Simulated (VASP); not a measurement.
A run of VASP 6.6.1 is set up as follows.

Contents of INCAR:

```
PREC = Accurate ; ENCUT = 900
EDIFF = 1E-6 ; ISMEAR = 0
SIGMA = 0.1 ; LREAL = F
LASPH = T ; NELM = 60
ALGO = Fast ; ISIF = 2
LWAVE = F ; LCHARG = F
GGA = PS
```

The input KPOINTS:

```
Automatic mesh
0
Gamma
  20 20 20
```

The input POSCAR:

```
Os
1.0
   -1.5319200000      1.5319200000      1.5319200000
    1.5319200000     -1.5319200000      1.5319200000
    1.5319200000      1.5319200000     -1.5319200000
Os
1
Direct
    0.0000000000      0.0000000000      0.0000000000
```

Potentials or basis: VASP PAW PBE potentials, release 64 (Os).

Run with:

```sh
$ cat potpaw_PBE.64/Os/POTCAR > POTCAR
$ mpirun -np 1 vasp_std > vasp.out
```

Task: Estimate the pressure.

Result: 0.2 GPa.

Task: Estimate the band gap on the k mesh.

Result: None (metal or under the smearing width).

Caveat: the PAW data sets were made with another functional, which shifts forces and pressure a little. Spin-orbit coupling is left out, which matters for the levels of Os.
